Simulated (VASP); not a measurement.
A run of VASP 6.6.1 is set up as follows.

File INCAR:

```
SYSTEM = AlGa3N2
ALGO     = Fast           ! electronic algorithm
EDIFF    = 1E-4           ! SCF threshold, eV
EDIFFG   = -0.08          ! ionic threshold
ENCUT    = 520            ! plane-wave cutoff, eV
GGA      = PE             ! functional
IBRION   = 2              ! ionic algorithm
ISIF     = 3              ! what is computed and relaxed
ISMEAR   = 0              ! smearing method
KPAR     = 2            
LASPH    = .TRUE.         ! aspherical terms in the spheres
LCHARG   = .FALSE.        ! write CHGCAR
LREAL    = .FALSE.        ! projectors in reciprocal space
LWAVE    = .FALSE.        ! write WAVECAR
NELM     = 60             ! most SCF steps
NSW      = 24             ! ionic steps
PREC     = Normal         ! precision mode
SIGMA    = 0.15           ! smearing width, eV
```

The input KPOINTS:

```
k-points
0
G
  4 4 4
  0 0 0
```

File POSCAR:

```
AlGa3N2
1.0
   -2.7404320000      2.7404320000      2.9591596600
    2.7404320000     -2.7404320000      2.9591596600
    2.7404320000      2.7404320000     -2.9591596600
Al Ga N
1 3 2
Direct
    0.0000000000      0.0000000000      0.0000000000
    0.5000000000      0.0000000000      0.5000000000
    0.0000000000      0.5000000000      0.5000000000
    0.5000000000      0.5000000000      0.0000000000
    0.7500000000      0.2500000000      0.5000000000
    0.2500000000      0.7500000000      0.5000000000
```

Potentials or basis: VASP PAW PBE potentials, release 64 (Al, Ga_d, N).

Run with:

```console
$ cat potpaw_PBE.64/Al/POTCAR potpaw_PBE.64/Ga_d/POTCAR potpaw_PBE.64/N/POTCAR > POTCAR
$ mpirun -np 2 vasp_std > vasp.out
```

Estimate the relaxed cell.

a = 5.360 Å, b = 5.360 Å, c = 5.360 Å, α = 117.25°, β = 117.25°, γ = 94.84°.

What does it give for the relaxed volume?

18.83 Å³/atom.

Predict the band gap on the k mesh.

none (metal or under the smearing width).

Estimate the space group after relaxing (to 0.05 Å).

I4/mmm (No. 139).

The path:
| step | energy change (eV) | largest force (eV/Å) | pressure (GPa) | volume (Å³) |
| --- | --- | --- | --- | --- |
| 1 | 0.0000 | 0.0000 | 66.22 | 88.89 |
| 2 | 2.5403 | 0.0000 | -19.98 | 176.67 |
| 3 | -7.2271 | 0.0000 | -7.31 | 122.18 |
| 4 | -7.5573 | 0.0000 | -4.26 | 117.85 |
| 5 | -7.7074 | 0.0000 | 0.61 | 112.49 |
| 6 | -7.7080 | 0.0000 | -0.07 | 112.98 |

Caveat: the k mesh is coarse (spacing up to 0.41 Å⁻¹), so the values aren't converged; the volume moved by over 15 % at a fixed basis, so the end points are rough; the relaxation stopped at a loose force limit of 0.08 eV/Å, so its end isn't a converged minimum.
